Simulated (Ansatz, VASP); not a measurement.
One calculation of Ru, two programs

```
Ru
1.0
     0.00000    2.69577    2.69577
     2.69577    0.00000    2.69577
     2.69577    2.69577    0.00000
Ru
2
Direct
  0.12500 0.12500 0.12500
  0.87500 0.87500 0.87500
```

The cell was built by a generator and needn't be a form met in nature.

Alike in both runs: functional PBEsol; k mesh 10 × 10 × 10; occupations fermi-dirac, width 0.1 eV; no spin polarisation.

Ansatz relaxed the structure, and its values are those at the end. VASP's run is a single point on that final structure, the one shown.

|  | VASP | Ansatz |
| --- | --- | --- |
| version | VASP 6.6.1 | Ansatz 0.2.0 |
| potentials or method | VASP PAW PBE potentials, release 64 (Ru_pv) | plane waves (420 eV) with PAW, scalar-relativistic |
| plane-wave cutoff (eV) | 520 | 420 |
| valence electrons in the cell | 28 | 32 |

|  | VASP | Ansatz | Ansatz less VASP |
| --- | --- | --- | --- |
| pressure (GPa) | 0.3 | 0.0 | -0.27 |

With one functional, cell and mesh, what is left measures potentials, basis and numerics. The two sets of potentials don't hold the same shells in valence. Ansatz warned: «pseudo_functional_mismatch».

Caveats: the PAW data sets were made with another functional, which shifts forces and pressure a little (VASP).
